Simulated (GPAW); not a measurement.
## AgCl (Chlorargyrite) in GPAW: convergence with convergence criteria

Crystal: AgCl (Chlorargyrite).

```xyz
2
Lattice="0.0000 2.7350 2.7350 2.7350 0.0000 2.7350 2.7350 2.7350 0.0000" Properties=species:S:1:pos:R:3 pbc="T T T"
Ag    0.0000    0.0000    0.0000
Cl    2.7350    2.7350    2.7350
```

- Program: GPAW 26.7.0
- Task: convergence study
- Functional: RPBE
- Potentials or basis: the program's PAW data sets (release 1.2.1) made for this functional
- Cutoff: 600 eV
- Basis: pw
- k mesh: 8 × 8 × 8
- Occupations: fermi-dirac, width 0.05 eV
- Spin: no spin polarisation

These are the settings of the first run; the series varies convergence criteria, with any setting tied to it.

Hardware: 1 thread of Intel(R) Xeon(R) Platinum 8488C (Sapphire Rapids) (shared host).

```csv
convergence criteria,"energy less the tightest run, at zero smearing (meV/atom)",SCF cycles,CPU time (s),peak memory (GiB)
density=0.001 energy=0.01 eigenstates=0.0001,0.01,6,11,0.16
default,0.00,8,14,0.16
density=1e-05 energy=1e-05,0.00,9,15,0.16
density=1e-05 forces=0.0001,0.00,10,15,0.16
density=1e-06 energy=1e-06 eigenstates=1e-10,0.00,10,17,0.16
```

Against the tightest run, the energy stays within 1 meV/atom from density=0.001 energy=0.01 eigenstates=0.0001 on. The tightest run that finished is the yardstick and may itself not be fully converged.
